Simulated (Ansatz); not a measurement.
# WC (Fm-3m) in Ansatz: a series of runs

The runs below take WC through relaxation of cell and atoms, with revPBE+D4, BLYP+D3(BJ).

Everything below comes from runs of Ansatz 0.2.0. Logs are shortened: lines on timing, memory, paths and dates and some standing lists are left out, and cuts for length are marked.

### 1 The crystal as given

Symmetry: Fm-3m, No. 225, cubic system. The conventional cell has a = 4.385 Å, b = 4.385 Å, c = 4.385 Å, α = 90.00°, β = 90.00°, γ = 90.00°. W (site symmetry m-3m) is surrounded by 6 C at 2.19 Å. C (site symmetry m-3m) has 6 W at 2.19 Å as nearest neighbours.

Measurements of this composition are mostly on another form, of space group No. 187.

### 2 Relaxation of cell and atoms, revPBE+D4

input.yaml reads:

```yaml
crystal:
  lattice:
    - [0.0, 2.192684, 2.192684]
    - [2.192684, 0.0, 2.192684]
    - [2.192684, 2.192684, 0.0]
  atoms:
    - { symbol: W, position: [0.0, 0.0, 0.0] }
    - { symbol: C, position: [0.5, 0.5, 0.5] }
hamiltonian:
  xc: revpbe
  pseudopotentials: { kind: paw }
  dispersion: d4
kpoints:
  mp_grid: { grid: [10, 10, 10] }
scf:
  occupations: { method: fermi_dirac, width: 0.05 }
output:
  forces: true
  stress: true
  eigenvalues: true
relax:
  f_tol: 0.01
  max_steps: 40
  cell: { stress_tol: 0.05 }
```

Potentials or basis: Ansatz PAW.

On the command line:

```sh
$ ansatz run input.yaml --threads 2 --pin off --max-ram 5632MiB --backend cpu --events-out ev --progress --plain --runs-dir out
```

Log:

```text
Warning: RAYON_NUM_THREADS=2 ignored (pool sized by the plan → 2); use --threads N
Engine: ansatz 0.2.0, aarch64-unknown-linux-gnu
Pseudopotentials: kind: paw
Pseudopotential: W, paw, valence charge 14, recommended cutoff 420 eV (normal), W.paw.azcp
Pseudopotential: C, paw, valence charge 4, recommended cutoff 420 eV (normal), C.paw.azcp
Functional definition: revPBE
  parameter kappa = 1.245
  parameter beta = 0.06672455060314922
  exchange = pbe_x(kappa = kappa, mu = beta*pi^2/3)
  correlation = pbe_c(beta = beta)
Crystal: 2 atoms, lattice volume = 21.084 Å³
Basis set: ecut = 420 eV, 411 PW (Γ), exchange–correlation on 48×48×48 points (8 copies of the dense FFT grid, shifted against one another)
Bands: 13, of which v1, the nominal top of the filled ones, is band 9 counted from 1 (8 counted from 0)
Symmetry: 48 space group operations
Space group: Fm-3m (ITA 225), of the structure as read, at distance tolerance 2.8e-5 Å
k-points: 47 of 1000
Non-local potential: W, projectors of the file, l = 0: 3, l = 1: 2, l = 2: 2, l = 3: 1
Non-local potential: C, projectors of the file, l = 0: 2, l = 1: 2, l = 2: 1
PAW form: soft (Blöchl's): semilocal exchange-correlation on the pseudo side does not see the compensation charge
PAW frozen core: W, regenerated for the run's functional, and the local potential with it (the file was generated under x = pbe(κ = 0.804, μ = 0.2195149727645171), c = pbe(β = 0.06672455060314922))
PAW frozen core: C, regenerated for the run's functional, and the local potential with it (the file was generated under x = pbe(κ = 0.804, μ = 0.2195149727645171), c = pbe(β = 0.06672455060314922))
PAW one-centre angular grid: W, 590 points (default); XC on 64 Gauss nodes
PAW one-centre angular grid: C, 110 points (default); XC on 64 Gauss nodes
Initial density: superposition of atomic densities (neutral atoms: chi_scale 0, normalization atom), corrected by the library's trained network
Initial wavefunctions: pseudopotential atomic-orbital guess
Functional: x = revpbe(κ = 1.245, μ = 0.2195149727645171), c = pbe(β = 0.06672455060314922)
SCF iter   1: F=—  HF=-10646.738267 eV  |F-HF|=—  |Δ(HF+E_count)|=         —  Δρ=4.17e-3  dr2=2.76e-3  ethr=1.77e-3  ⟨swp⟩=5.2  Hψ=6925  notcnv=0  defer=45
automatic band count: the SCF goes on with 17 bands, as 13 were too few: the levels above may hold too much charge
preconditioner: auto → none  [metal: Δε(μ)=0.109 eV  Ē_g=14.586 eV  σ=0.050 eV  W_gap=0.46  n_scr=8 (ndim 8)  ℏωp=25.6 eV  f_vac=0.000  D(μ)=0.78/eV (n_scr^D=8)  sad-step TF]
SCF iter   2: F=—  HF=-10646.738668 eV  |F-HF|=—  |Δ(HF+E_count)|=   4.01e-4  Δρ=2.91e-3  dr2=1.65e-3  ethr=1.53e-5  ⟨swp⟩=1.4  Hψ=1250  notcnv=0  defer=55
SCF iter   3: F=—  HF=-10646.738713 eV  |F-HF|=—  |Δ(HF+E_count)|=   4.49e-5  Δρ=4.41e-4  dr2=2.27e-5  ethr=9.16e-6  ⟨swp⟩=1.9  Hψ=883  notcnv=0  defer=55
SCF iter   4: F=—  HF=-10646.738722 eV  |F-HF|=—  |Δ(HF+E_count)|=   9.27e-6  Δρ=9.11e-5  dr2=7.03e-7  ethr=1.26e-7  ⟨swp⟩=2.0  Hψ=1056  notcnv=0  defer=55
iter 5 did not close the SCF: its close was put off for the readings that it lacked (scf_convergence_deferred on its scf_iter line)
SCF iter   5: F=-10646.738723 eV  HF=-10646.738723 eV  |F-HF|=1.15e-8  |Δ(HF+E_count)|=   6.54e-7  Δρ=1.89e-5  dr2=3.23e-8  ethr=3.91e-9  ⟨swp⟩=2.7  Hψ=1129  notcnv=0  defer=55
SCF iter   6: F=-10646.738723 eV  HF=-10646.738723 eV  |F-HF|=1.15e-10  |Δ(HF+E_count)|=   2.02e-8  Δρ=1.59e-6  dr2=2.23e-10  ethr=1.79e-10  ⟨swp⟩=5.6  Hψ=3110  notcnv=0
SCF 1 converged in 6 iterations: F = -10646.738723 eV  dr2 = 2.23e-10
relax step   1: F+E_penalty+E_count = -10646.73872293 eV  Δ(F+E_penalty+E_count) = +0.000e0 eV  max|allowed force component| = 3.977e-30 eV/Å  Δτ_max = 0.0000 Å  P = -11.088 GPa  Ω = 21.084 Å³  (6 SCF iters, dr2 threshold 1.00e-7 eV, accepted)
Crystal: 2 atoms, lattice volume = 20.167 Å³
Bands: 17, of which v1, the nominal top of the filled ones, is band 9 counted from 1 (8 counted from 0)
Initial density: handed on by an earlier stage of this run
Initial wavefunctions: those handed on with the density
iter 1 solved again at ethr=1.68e-4 eV; its pass at ethr=3.10e-3 eV (dr2=3.03e-2 eV) is discarded
SCF iter   1: F=—  HF=-10646.765161 eV  |F-HF|=—  |Δ(HF+E_count)|=         —  Δρ=1.09e-2  dr2=2.96e-2  ethr=1.68e-4  ⟨swp⟩=2.0  Hψ=4601  notcnv=0
preconditioner: auto → none  [insulator: Δε(μ)=0.125 eV  Ē_g=15.157 eV  σ=0.050 eV  W_gap=0.55  n_scr=8 (ndim 8)  ℏωp=26.1 eV  f_vac=0.000  D(μ)=0.71/eV (n_scr^D=8)  ε∞_Penn≈4.0]
SCF iter   2: F=—  HF=-10646.759736 eV  |F-HF|=—  |Δ(HF+E_count)|=   5.43e-3  Δρ=5.19e-3  dr2=6.94e-3  ethr=1.64e-4  ⟨swp⟩=2.0  Hψ=924  notcnv=0
SCF iter   3: F=—  HF=-10646.758138 eV  |F-HF|=—  |Δ(HF+E_count)|=   1.60e-3  Δρ=3.31e-4  dr2=9.52e-6  ethr=3.86e-5  ⟨swp⟩=1.2  Hψ=818  notcnv=0
SCF iter   4: F=—  HF=-10646.758136 eV  |F-HF|=—  |Δ(HF+E_count)|=   2.16e-6  Δρ=8.36e-5  dr2=1.16e-6  ethr=5.29e-8  ⟨swp⟩=2.5  Hψ=1179  notcnv=0
iter 5 did not close the SCF: its close was put off for the readings that it lacked (scf_convergence_deferred on its scf_iter line)
[... 47 lines left out ...]
basis re-selected at this cell: Δ(F+E_penalty+E_count) = +1.120e-3 eV, ΔP = -0.059 GPa vs the last step (what re-selecting the basis moved, of the pressure what is left beyond the Pulay correction that the steps carried, after the strain that the cell walked since its last selection, with what the two solves' SCF thresholds leave and, on support functions, any second-order correction that the steps lacked; it is no measure of the basis error at this ecutwfc). This SCF's stress stands 6.57e-2 GPa from its target on what of the cell is left free (relax.cell.stress_tol is 5.00e-2 GPa) and its largest allowed force component is 1.71e-30 eV/Å (relax.f_tol is 1.00e-2 eV/Å): not within both, so this SCF does not close the relaxation
Crystal: 2 atoms, lattice volume = 20.448 Å³
iter 1 solved again at ethr=2.60e-9 eV; its pass at ethr=3.10e-3 eV (dr2=4.68e-7 eV) is discarded
SCF iter   1: F=—  HF=-10646.761358 eV  |F-HF|=—  |Δ(HF+E_count)|=         —  Δρ=4.29e-5  dr2=4.65e-7  ethr=2.60e-9  ⟨swp⟩=1.0  Hψ=3740  notcnv=0
preconditioner: auto → none  [metal: Δε(μ)=0.105 eV  Ē_g=14.962 eV  σ=0.050 eV  W_gap=0.44  n_scr=8 (ndim 8)  ℏωp=26.0 eV  f_vac=0.000  D(μ)=0.75/eV (n_scr^D=8)]
SCF iter   2: F=—  HF=-10646.761358 eV  |F-HF|=—  |Δ(HF+E_count)|=   5.17e-7  Δρ=2.10e-5  dr2=1.16e-7  ethr=2.58e-9  ⟨swp⟩=1.0  Hψ=799  notcnv=0
iter 3 did not close the SCF: its close was put off for the readings that it lacked (scf_convergence_deferred on its scf_iter line)
SCF iter   3: F=-10646.761358 eV  HF=-10646.761358 eV  |F-HF|=1.64e-11  |Δ(HF+E_count)|=   2.61e-8  Δρ=1.52e-6  dr2=2.08e-10  ethr=6.46e-10  ⟨swp⟩=1.0  Hψ=809  notcnv=0
iter 4 did not close the SCF: its close was put off for the readings that it lacked (scf_convergence_deferred on its scf_iter line)
SCF iter   4: F=-10646.761358 eV  HF=-10646.761358 eV  |F-HF|=5.46e-12  |Δ(HF+E_count)|=  2.18e-11  Δρ=3.78e-7  dr2=2.21e-11  ethr=1.16e-12  ⟨swp⟩=2.7  Hψ=1250  notcnv=0
iter 5 did not close the SCF: its close was put off for the readings that it lacked (scf_convergence_deferred on its scf_iter line)
SCF iter   5: F=-10646.761358 eV  HF=-10646.761358 eV  |F-HF|=3.64e-12  |Δ(HF+E_count)|=  1.82e-12  Δρ=3.36e-8  dr2=9.56e-14  ethr=1.00e-12  ⟨swp⟩=1.0  Hψ=799  notcnv=0
iter 6 did not close the SCF: its close was put off for the readings that it lacked (scf_convergence_deferred on its scf_iter line)
SCF iter   6: F=-10646.761358 eV  HF=-10646.761358 eV  |F-HF|=3.64e-12  |Δ(HF+E_count)|=  7.28e-12  Δρ=5.53e-9  dr2=5.00e-15  ethr=1.00e-12  ⟨swp⟩=1.0  Hψ=799  notcnv=0
SCF iter   7: F=-10646.761358 eV  HF=-10646.761358 eV  |F-HF|=1.82e-12  |Δ(HF+E_count)|=  3.64e-12  Δρ=5.80e-10  dr2=7.51e-17  ethr=1.00e-12  ⟨swp⟩=1.0  Hψ=1786  notcnv=0
SCF 6 converged in 7 iterations: F = -10646.761358 eV  dr2 = 7.51e-17
relax step   6: F+E_penalty+E_count = -10646.76135779 eV  Δ(F+E_penalty+E_count) = -7.670e-6 eV  max|allowed force component| = 2.432e-30 eV/Å  Δτ_max = 0.0000 Å  P = -0.000 GPa  Ω = 20.448 Å³  energy of the carried Pulay correction = +6.960e-6 eV  (7 SCF iters, dr2 threshold 1.08e-8 eV, accepted)
iter 1 solved again at ethr=1.83e-8 eV; its pass at ethr=3.10e-3 eV (dr2=3.29e-6 eV) is discarded
SCF iter   1: F=—  HF=-10646.761359 eV  |F-HF|=—  |Δ(HF+E_count)|=         —  Δρ=1.62e-7  dr2=5.75e-12  ethr=1.83e-8  ⟨swp⟩=3.2  Hψ=5918  notcnv=0
eigensolver tolerance schedule: the retry pair's looser diagonalisation over-reported the residual by 571898.83 of it (diagonalisation noise at an unbounded share of the residual, at the tolerance the schedule requests for it); recorded, not acted on — ethr = c·dr2/N_el stays at c = 1.0e-1
SCF iter   2: F=—  HF=-10646.761358 eV  |F-HF|=—  |Δ(HF+E_count)|=   1.53e-6  Δρ=8.67e-8  dr2=1.68e-12  ethr=1.00e-12  ⟨swp⟩=3.1  Hψ=1466  notcnv=0
iter 3 did not close the SCF: its close was put off for the readings that it lacked (scf_convergence_deferred on its scf_iter line)
SCF iter   3: F=-10646.761358 eV  HF=-10646.761358 eV  |F-HF|=3.64e-12  |Δ(HF+E_count)|=  1.82e-12  Δρ=5.48e-8  dr2=6.65e-13  ethr=1.00e-12  ⟨swp⟩=1.0  Hψ=799  notcnv=0
iter 4 did not close the SCF: its close was put off for the readings that it lacked (scf_convergence_deferred on its scf_iter line)
SCF iter   4: F=-10646.761358 eV  HF=-10646.761358 eV  |F-HF|=3.64e-12  |Δ(HF+E_count)|=  1.82e-12  Δρ=3.48e-8  dr2=2.64e-13  ethr=1.00e-12  ⟨swp⟩=1.0  Hψ=799  notcnv=0
iter 5 did not close the SCF: its close was put off for the readings that it lacked (scf_convergence_deferred on its scf_iter line)
SCF iter   5: F=-10646.761358 eV  HF=-10646.761358 eV  |F-HF|=5.46e-12  |Δ(HF+E_count)|=  3.64e-12  Δρ=2.72e-8  dr2=1.62e-13  ethr=1.00e-12  ⟨swp⟩=1.0  Hψ=799  notcnv=0
iter 6 did not close the SCF: its close was put off for the readings that it lacked (scf_convergence_deferred on its scf_iter line)
SCF iter   6: F=-10646.761358 eV  HF=-10646.761358 eV  |F-HF|=3.64e-12  |Δ(HF+E_count)|=    0.00e0  Δρ=1.93e-8  dr2=8.16e-14  ethr=1.00e-12  ⟨swp⟩=1.0  Hψ=799  notcnv=0
SCF iter   7: F=-10646.761358 eV  HF=-10646.761358 eV  |F-HF|=7.28e-12  |Δ(HF+E_count)|=  1.82e-12  Δρ=7.93e-9  dr2=1.38e-14  ethr=1.00e-12  ⟨swp⟩=2.2  Hψ=2225  notcnv=0
SCF 7 converged in 7 iterations: F = -10646.761358 eV  dr2 = 1.38e-14
relax step   7: F+E_penalty+E_count = -10646.76135779 eV  Δ(F+E_penalty+E_count) = +9.095e-12 eV  max|allowed force component| = 2.038e-30 eV/Å  Δτ_max = 0.0000 Å  P = -0.000 GPa  Ω = 20.448 Å³  stress off target by 1.93e-4 GPa  SCF on the basis re-selected at this cell (its energy is not comparable with the rows above)  (7 SCF iters)
basis re-selected at this cell: Δ(F+E_penalty+E_count) = +9.095e-12 eV, ΔP = -0.000 GPa vs the last step (what re-selecting the basis moved, of the pressure what is left beyond the Pulay correction that the steps carried, after the strain that the cell walked since its last selection, with what the two solves' SCF thresholds leave and, on support functions, any second-order correction that the steps lacked; it is no measure of the basis error at this ecutwfc). This SCF's stress stands 1.93e-4 GPa from its target on what of the cell is left free (relax.cell.stress_tol is 5.00e-2 GPa) and its largest allowed force component is 2.04e-30 eV/Å (relax.f_tol is 1.00e-2 eV/Å): within both
SCF converged after 7 iterations
Free energy (F): -10646.761358 eV
Harris-Foulkes:  -10646.761358 eV  (|F-HF|=7.28e-12)
Internal energy: -10646.755068 eV  (E = F + TS)
E sigma→0 (E₀):  -10646.758213 eV
Entropy (-TS):   -0.006289 eV (-3.145 meV/atom)
Fermi energy:    22.660888 eV
--- Per-component energies (eV) ---
  E_band       = -48.545137
  E_kinetic    = 544.136580
  E_local      = -636.767052  (includes V_loc(G=0)·N_el)
  E_nonlocal   = 25.473755
  E_hartree    = 224.997671
  E_xc         = -317.092283
  E_vxc        = -300.764512  (∫ρ·V_xc dr)
  E_paw        = -8671.205569  (= ΣΔE_a)
  E_vpaw       = -130.619185  (= ΣTr[D̂ρ^β])
  E_aug_tail   = -0.000067  (compensation charges beyond the density's cutoff)
  E_ewald      = -1814.617325
  E_disp       = -1.656609  (pairwise vdW)
  E_core_change = -0.024171  (= ΣΔE_core)
  E_smearing   = -0.006289  (= −TS)
  E_closure    = 0.000000  (closes the sum)
  Σ components = -10646.761358   (vs F -10646.761358, Δ=0.00e0)
--- Forces (eV/Å), atoms counted from 1 ---
  atom   1  W     -0.00000000     0.00000000    -0.00000000
  atom   2  C      0.00000000     0.00000000     0.00000000
  max |Σ_I F_I| component: 1.71e-30 eV/Å
--- Stress (GPa, compression-positive) ---
       -0.000193      -0.000000      -0.000000
       -0.000000      -0.000193      -0.000000
       -0.000000      -0.000000      -0.000193
  P = ⅓ Tr σ = -0.0002 GPa (-0.002 kbar)
--- Band table (eV; the first three rows and the last of 47) ---
  k-point 0: bands = ["-52.7570", "-16.7822", "-16.7822", "-16.7822", "6.4910", "19.7446", "19.7446", "19.7446", "21.4860", "21.4860", "21.4860", "21.6216", "21.6216", "29.3634", "32.2381", "46.2060", "46.2060"]
  k-point 1: bands = ["-52.7529", "-16.8480", "-16.7890", "-16.7890", "6.7811", "18.8091", "19.2783", "19.2783", "20.3888", "20.3888", "21.8668", "23.7545", "23.7545", "29.8831", "32.9099", "43.5654", "44.6862"]
  k-point 2: bands = ["-52.7421", "-17.0174", "-16.8070", "-16.8070", "7.5992", "17.1132", "17.8515", "17.8515", "21.0036", "21.0036", "22.3527", "26.1944", "26.1944", "30.9269", "34.4198", "40.6375", "41.5847"]
  k-point 46: bands = ["-52.6993", "-17.2514", "-17.1409", "-17.0222", "9.5564", "16.3466", "16.4039", "16.4910", "22.2647", "23.8671", "25.0180", "26.1033", "27.8688", "34.1037", "35.0248", "36.5636", "39.4339"]
--- Relaxed structure (5 steps of the walk, 5 accepted, 2 SCFs on fresh bases) ---
  F+E_penalty+E_count = -10646.76135779 eV   max|allowed force component| = 2.038e-30 eV/Å   (the final SCF, on the basis selected at the relaxed cell)
  cell:  # Å, volume = 20.4480 Å³
    - [-4.5157734641537164e-33, 2.170402549618302, 2.170402549618302]
    - [2.170402549618302, -1.12098184723703e-33, 2.170402549618302]
    - [2.170402549618302, 2.170402549618302, -6.94244439482024e-34]
  atoms:
    - { symbol: W, position: [-1.6011471759958803e-36, 1.3724118651393029e-36, 1.3724118651380677e-36] }
    - { symbol: C, position: [0.5, 0.5, 0.5] }
```

It took 7.5 s on 2 threads of Arm Neoverse V1, shared host; peak memory 0.3 GiB.

Results:

```
Free energy                            : -10646.7614 eV
Relaxed volume                         : 10.22 Å³/atom
Relaxed cell                           : a = 3.069 Å, b = 3.069 Å, c = 3.069 Å, α = 60.00°, β = 60.00°, γ = 60.00°
Space group after relaxing (to 0.05 Å) : Fm-3m (No. 225)
Energy gained by relaxing              : 11.3 meV/atom
Ionic steps                            : 7
Pressure after relaxing                : 0.0 GPa
Band gap on the k mesh                 : none (metal or under the smearing width)
```

Step by step:
| step | energy change (eV) | largest force (eV/Å) | volume (Å³) |
| --- | --- | --- | --- |
| 1 | 0.0000 | 0.0000 | 21.08 |
| 2 | -0.0194 | 0.0000 | 20.17 |
| 3 | -0.0237 | 0.0000 | 20.47 |
| 4 | -0.0237 | 0.0000 | 20.45 |
| 5 | -0.0226 | 0.0000 | 20.45 |
| 6 | -0.0226 | 0.0000 | 20.45 |
| 7 | -0.0226 | 0.0000 | 20.45 |

Final structure:
```
W C
1.0
     0.00000    2.17040    2.17040
     2.17040    0.00000    2.17040
     2.17040    2.17040    0.00000
W C
1 1
Cartesian
  0.0000 0.0000 0.0000
  2.1704 2.1704 2.1704
```

Levels at points of the mesh, in eV from the Fermi level:
```tsv
k point	band 6	band 7	band 8	band 9	band 10	band 11	band 12	band 13
(0.00, 0.00, 0.00)	-2.92	-2.92	-2.92	-1.17	-1.17	-1.17	-1.04	-1.04
(0.00, 0.00, -0.50)	-10.12	-6.87	-6.87	1.06	1.06	2.40	4.90	9.07
(0.00, -0.50, -0.50)	-6.05	-5.74	-2.61	-2.61	0.86	2.35	2.35	5.71
```

Caveat: the plane-wave basis is chosen anew once the cell has moved, so the energies of steps on either side of that aren't comparable; the pressure holds a Pulay correction of +0.3 GPa for the finite cutoff; pairwise dispersion overbinds metals, which lowers pressure and volume; the PAW data sets come from PBE, with cores solved anew for the run's functional, which leaves a small shift of forces and pressure.

### 3 Relaxation of cell and atoms, BLYP+D3(BJ)

input.yaml: that of step 2 with these lines changed.

```diff
@@ -9,5 +9,5 @@
 hamiltonian:
-  xc: revpbe
+  xc: blyp
   pseudopotentials: { kind: paw }
-  dispersion: d4
+  dispersion: d3bj
 kpoints:
```

Potentials or basis: Ansatz PAW.

On the command line:

```sh
$ ansatz run input.yaml --threads 2 --pin off --max-ram 5632MiB --backend cpu --events-out ev --progress --plain --runs-dir out
```

Log:

```text
Warning: RAYON_NUM_THREADS=2 ignored (pool sized by the plan → 2); use --threads N
[... 4 set-up lines as earlier in the session ...]
Functional definition: BLYP
  parameter beta = 0.0042
  parameter a = 0.04918
  parameter b = 0.132
  parameter c = 0.2533
  parameter d = 0.349
  exchange = b88_x(beta = beta)
  correlation = lyp_c(a = a, b = b, c = c, d = d)
[... 109 lines left out ...]
  E_closure    = 0.000000  (closes the sum)
  Σ components = -10662.059606   (vs F -10662.059606, Δ=0.00e0)
--- Forces (eV/Å), atoms counted from 1 ---
  atom   1  W     -0.00000000     0.00000000    -0.00000000
  atom   2  C      0.00000000    -0.00000000    -0.00000000
  max |Σ_I F_I| component: 2.83e-30 eV/Å
--- Stress (GPa, compression-positive) ---
       -0.040788      -0.000000      -0.000000
       -0.000000      -0.040788      -0.000000
       -0.000000      -0.000000      -0.040788
  P = ⅓ Tr σ = -0.0408 GPa (-0.408 kbar)
--- Band table (eV; the first three rows and the last of 47) ---
  k-point 0: bands = ["-52.8059", "-16.8406", "-16.8406", "-16.8406", "6.8356", "19.8495", "19.8495", "19.8495", "21.4967", "21.4967", "21.4967", "21.6542", "21.6542", "29.3563", "32.8454", "46.1905", "46.1905"]
  k-point 1: bands = ["-52.8021", "-16.9014", "-16.8470", "-16.8470", "7.1167", "18.9416", "19.3717", "19.3717", "20.4564", "20.4564", "21.8837", "23.7199", "23.7199", "29.8593", "33.4772", "43.5401", "44.6676"]
  k-point 2: bands = ["-52.7922", "-17.0580", "-16.8639", "-16.8639", "7.9102", "17.2934", "17.9674", "17.9674", "21.0541", "21.0541", "22.3890", "26.0886", "26.0886", "30.8910", "34.8442", "40.6638", "41.6138"]
  k-point 46: bands = ["-52.7531", "-17.2756", "-17.1735", "-17.0636", "9.7639", "16.5567", "16.6166", "16.7516", "22.2865", "23.8031", "24.8512", "26.0186", "27.6582", "33.8075", "35.1089", "36.6338", "39.4029"]
--- Relaxed structure (4 steps of the walk, 4 accepted, 1 SCFs on fresh bases) ---
  F+E_penalty+E_count = -10662.05960620 eV   max|allowed force component| = 2.531e-30 eV/Å   (the final SCF, on the basis selected at the relaxed cell)
  cell:  # Å, volume = 20.7695 Å³
    - [2.0381488131582364e-33, 2.1817195142286097, 2.1817195142286097]
    - [2.1817195142286097, -7.451981598109799e-34, 2.1817195142286097]
    - [2.1817195142286097, 2.1817195142286097, -4.649526980017225e-34]
  atoms:
    - { symbol: W, position: [-3.4310296628139978e-37, 1.1436765542803283e-36, 2.287353108523504e-37] }
    - { symbol: C, position: [0.5, 0.5, 0.5] }
```

It took 4.3 s on 2 threads of Arm Neoverse V1, shared host; peak memory 0.3 GiB.

Results:

```
Free energy                            : -10662.0596 eV
Relaxed volume                         : 10.38 Å³/atom
Relaxed cell                           : a = 3.085 Å, b = 3.085 Å, c = 3.085 Å, α = 60.00°, β = 60.00°, γ = 60.00°
Space group after relaxing (to 0.05 Å) : Fm-3m (No. 225)
Energy gained by relaxing              : 2.7 meV/atom
Ionic steps                            : 5
Pressure after relaxing                : 0.0 GPa
Band gap on the k mesh                 : none (metal or under the smearing width)
```

Step by step:
```csv
step,energy change (eV),largest force (eV/Å),volume (Å³)
1,0.0000,0.0000,21.08
2,-0.0054,0.0000,20.64
3,-0.0061,0.0000,20.77
4,-0.0061,0.0000,20.77
5,-0.0054,0.0000,20.77
```

Final structure:
```yaml
crystal:
  lattice:
    - [0.00000, 2.18172, 2.18172]
    - [2.18172, 0.00000, 2.18172]
    - [2.18172, 2.18172, 0.00000]
  atoms:
    - { symbol: W, position: [0.00000, 0.00000, 0.00000] }
    - { symbol: C, position: [0.50000, 0.50000, 0.50000] }
```

Caveat: the plane-wave basis is chosen anew once the cell has moved, so the energies of steps on either side of that aren't comparable; the pressure holds a Pulay correction of +0.4 GPa for the finite cutoff; pairwise dispersion overbinds metals, which lowers pressure and volume; the PAW data sets come from PBE, with cores solved anew for the run's functional, which leaves a small shift of forces and pressure.
